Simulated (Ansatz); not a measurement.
# WS2: the cost of one run

Method: DFT LDA, with the methods named in each step, in Ansatz 0.2.0.

1 further run of the same task is left out (it didn't finish).

## (1) Starting point

It takes space group R3m (No. 160, trigonal). The conventional cell has a = 3.185 Å, b = 3.185 Å, c = 19.469 Å, α = 90.00°, β = 90.00°, γ = 120.00°. W (site symmetry 3m) has 6 S at 2.41 Å as nearest neighbours. Around S (site symmetry 3m) lie 3 W at 2.41 Å.

As a file:

```xyz
3
Lattice="1.5924 0.9194 6.4898 -1.5924 0.9194 6.4898 0.0000 -1.8388 6.4898" Properties=species:S:1:pos:R:3 pbc="T T T"
W     0.0000    0.0000   19.4564
S     0.0000    0.0000   11.4069
S     0.0000    0.0000   14.5257
```

Whether this phase is the stable one at these pressures isn't tested.

Atoms are numbered in the order of the input: W1, S2, S3.

## (2) The reference volume, LAPW

Input file input.yaml:

```yaml
crystal:
  lattice:
    - [1.5924332554, 0.9193917687, 6.4898005779]
    - [-1.5924332554, 0.9193917687, 6.4898005779]
    - [0.0, -1.8387835373, 6.4898005779]
  atoms:
    - { symbol: W, position: [0.99933213, 0.99933213, 0.99933213] }
    - { symbol: S, position: [0.58588768, 0.58588768, 0.58588768] }
    - { symbol: S, position: [0.74608019, 0.74608019, 0.74608019] }
kpoints:
  mp_grid: { grid: [10, 10, 10] }
  band_path:
    path:
      - [0.0, 0.0, 0.0]
      - [-0.5, -0.5, -0.5]
      - [-0.5, -0.1800463939, -0.8199536061]
      - [-0.1800463939, 0.1800463939, -0.5]
      - [0.0, 0.0, -0.5]
      - [0.0, 0.0, 0.0]
      - [0.0, 0.340023197, -0.3400231969]
      - [-0.340023197, 0.0, -0.659976803]
      - [-0.5, 0.0, -0.5]
    npoints: 14
scf:
  occupations: { method: fermi_dirac, width: 0.03 }
hamiltonian:
  xc: lda
  pseudopotentials: { kind: all_electron, lapw: { basis_error: 0.001 } }
output:
  forces: true
  stress: true
  eigenvalues: true
  populations: true
```

Started as:

```bash
$ ansatz run input.yaml --threads 1 --pin off --max-ram 3072MiB --backend cpu --events-out ev --progress --plain --runs-dir out
```

Q: Estimate wall time and peak memory on 1 thread of Arm Neoverse V1, shared host.

About 2.8 min, with a peak of 0.65 GiB.
